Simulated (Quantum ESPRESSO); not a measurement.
A run of Quantum ESPRESSO 7.5 is set up as follows.

The input pw.in:

```
&CONTROL
  calculation = 'scf'
  prefix = 'pwscf'
  outdir = './tmp'
  pseudo_dir = './pseudo'
  tprnfor = .true.
  tstress = .true.
  disk_io = 'low'
/
&SYSTEM
  ibrav = 0
  celldm(1) = 8
  nat = 3
  ntyp = 2
  ecutwfc = 45
  ecutrho = 360
  nbnd = 20
  occupations = 'smearing'
  smearing = 'fd'
  degauss = 0.00367493
/
&ELECTRONS
  conv_thr = 6d-10
  electron_maxstep = 120
  mixing_beta = 0.5
/
ATOMIC_SPECIES
Mo    95.9500 mo_pbesol_v1.uspp.F.UPF
S     32.0600 s_pbesol_v1.4.uspp.F.UPF
CELL_PARAMETERS alat
  0.3745200963243   0.2162292784297   1.4444586191328
 -0.3745200963243   0.2162292784297   1.4444586191328
  0.0000000000000  -0.4324585568594   1.4444586191328
ATOMIC_POSITIONS crystal
Mo     0.0000000000    0.0000000000    0.0000000000
S      0.2500000000    0.2500000000    0.2500000000
S      0.7500000000    0.7500000000    0.7500000000
K_POINTS automatic
10 10 10 0 0 0
```

The input pp_density.in:

```
&INPUTPP
  prefix = 'pwscf'
  outdir = './tmp'
  filplot = 'density.dat'
  plot_num = 0
/
&PLOT
  nfile = 1
  filepp(1) = 'density.dat'
  iflag = 3
  output_format = 6
  fileout = 'density.cube'
/
```

File pp_potential.in:

```
&INPUTPP
  prefix = 'pwscf'
  outdir = './tmp'
  filplot = 'potential.dat'
  plot_num = 11
/
&PLOT
  nfile = 1
  filepp(1) = 'potential.dat'
  iflag = 3
  output_format = 6
  fileout = 'potential.cube'
/
```

Potentials or basis: GBRV 1.5 PBEsol.

The run is started by

```console
$ OMP_NUM_THREADS=1 mpirun -n 2 pw.x -nk 2 -in pw.in > pw.out
$ OMP_NUM_THREADS=1 mpirun -n 1 pp.x -in pp_density.in > pp_density.out
$ OMP_NUM_THREADS=1 mpirun -n 1 pp.x -in pp_potential.in > pp_potential.out
```

Task: What does it give for the pressure?

Result: 2.5 GPa.

Task: Estimate the largest force.

Result: 0.739 eV/Å.

Task: What does it give for the band gap on the k mesh?

Result: None (metal or under the smearing width).

Forces on the atoms (eV/Å):
```
Mo   0.000  0.000  0.000
S    0.000  0.000 -0.739
S    0.000  0.000  0.739
```

Caveat: the cell's inner coordinates are idealised or old, which leaves forces on the atoms.
